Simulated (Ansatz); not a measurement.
# GaN: the cost of one run

Computed with Ansatz 0.2.0 (DFT PBEsol, all-electron LAPW, scalar-relativistic unless said, unless a step's input says otherwise).

## Step 1: The structure to begin with

Symmetry: F-43m, No. 216, cubic system. The conventional cell has a = 4.498 Å, b = 4.498 Å, c = 4.498 Å, α = 90.00°, β = 90.00°, γ = 90.00°. Ga (site symmetry -43m) is surrounded by 4 N at 1.95 Å. N (site symmetry -43m) is surrounded by 4 Ga at 1.95 Å.

As a file:

```cif
data_structure
_symmetry_space_group_name_H-M 'F-43m'
_symmetry_Int_Tables_number 216
_cell_length_a 4.4983
_cell_length_b 4.4983
_cell_length_c 4.4983
_cell_angle_alpha 90.000
_cell_angle_beta 90.000
_cell_angle_gamma 90.000
_cell_volume 91.02
loop_
_atom_site_label
_atom_site_type_symbol
_atom_site_symmetry_multiplicity
_atom_site_Wyckoff_symbol
_atom_site_fract_x
_atom_site_fract_y
_atom_site_fract_z
_atom_site_occupancy
Ga1 Ga 4 a 0.00000 0.00000 0.00000 1
N1 N 4 c 0.25000 0.25000 0.25000 1
```

Cartesian axes are those of the input's lattice vectors. The structure goes back to a database entry.

## Step 2: Reference run, fine mesh, LAPW

input.yaml reads:

```yaml
crystal:
  lattice:
    - [2.2491372718, 2.2491372718, 0.0]
    - [-2.2491372718, 2.2491372718, 0.0]
    - [0.0, 2.2491372718, 2.2491372718]
  atoms:
    - { symbol: Ga, position: [0.0, 0.0, 0.0] }
    - { symbol: "N", position: [0.25, 0.75, 0.5] }
kpoints:
  mp_grid: { grid: [10, 10, 10] }
scf:
  occupations: { method: fixed }
hamiltonian:
  xc: pbesol
  pseudopotentials: { kind: all_electron, lapw: { basis_error: 0.001 } }
magnetization:
  noncollinear: true
  spin_orbit: true
output:
  forces: true
  stress: true
  eigenvalues: true
  eigenstates:
    nscf_kmesh: { grid: [16, 16, 16] }
    de_dk: true
    e_range: [-9, 11.70165525405]
checkpoint:
  write: ck
  write_wavefunctions: false
```

Run with:

```console
$ ansatz run input.yaml --threads 2 --pin off --max-ram 5120MiB --backend cpu --events-out ev --progress --plain --runs-dir out
```

**Question.** How long does this run take on 2 threads of Arm Neoverse V1, shared host, and how much memory does it need?

About 84 s, with a peak of 0.52 GiB.
